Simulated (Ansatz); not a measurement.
# PtSe2: the cell at several levels of theory

One table from this session's results is given with a row withheld; the runs are named, their logs left out.

Program: Ansatz 0.2.0. PAW datasets, plane waves, zero pressure. No spin polarisation. The prototype was imposed, so other structures may be more stable.

### Starting point

This is the cell as the run starts from it, not yet at rest; its lengths are not the crystal's.

The symmetry is P4_2/mnm (No. 136, tetragonal); a = 6.322 Å, c = 4.172 Å in the conventional setting, 27.79 Å³ an atom. Near Pt stand 6 Se at 2.72–2.73 Å; near Se stand 3 Pt at 2.72–2.73 Å.

As a file:

```cif
data_structure
_symmetry_space_group_name_H-M 'P4_2/mnm'
_symmetry_Int_Tables_number 136
_cell_length_a 6.3218
_cell_length_b 6.3218
_cell_length_c 4.1724
_cell_angle_alpha 90.000
_cell_angle_beta 90.000
_cell_angle_gamma 90.000
_cell_volume 166.75
loop_
_atom_site_label
_atom_site_type_symbol
_atom_site_symmetry_multiplicity
_atom_site_Wyckoff_symbol
_atom_site_fract_x
_atom_site_fract_y
_atom_site_fract_z
_atom_site_occupancy
Pt1 Pt 2 a 0.00000 0.00000 0.00000 1
Se1 Se 4 f 0.30500 0.30500 0.00000 1
```

The first run:

The input, input.yaml:

```yaml
crystal:
  lattice:
    - [6.32175367, 0.0, 0.0]
    - [0.0, 6.32175367, 0.0]
    - [0.0, 0.0, 4.1723574222]
  atoms:
    - { symbol: Pt, position: [0.0, 0.0, 0.0] }
    - { symbol: Pt, position: [0.5, 0.5, 0.5] }
    - { symbol: Se, position: [0.305, 0.305, 0.0] }
    - { symbol: Se, position: [0.195, 0.805, 0.5] }
    - { symbol: Se, position: [0.805, 0.195, 0.5] }
    - { symbol: Se, position: [0.695, 0.695, 0.0] }
kpoints:
  mp_grid: { grid: [4, 4, 6] }
hamiltonian:
  xc: pbe
scf:
  occupations: { method: fermi_dirac, width: 0.02 }
relax:
  f_tol: 0.005
  cell: {}
```

Among the steps run: Relaxation with PBE; Relaxing with r2SCAN; Relaxing with PBEsol; LDA: cell and atoms.

One table of the session follows, with a row left open; its other results are not shown here.

| level | a (Å) | c (Å) | volume (Å³/atom) |
| --- | --- | --- | --- |
| PBE | 5.801 | 4.009 | 22.481 |
| r2SCAN | 5.747 | 3.981 | 21.912 |
| PBEsol | ? | ? | ? |
| LDA | 5.654 | 3.949 | 21.043 |

**Question.** Estimate the row for PBEsol.

**Answer.** a (Å): 5.695; c (Å): 3.974; volume (Å³/atom): 21.485. In the column «a (Å)» it lies between LDA (5.654) and r2SCAN (5.747).

What this shows: From the start to the first minimum the volume moved by -19.1 %. LDA gives the smallest cell and PBE the largest; they differ by 6.8 % in volume, a mean of 2.2 % in length.

Caveats from the session: Warnings in the runs' records: band table not solved further.
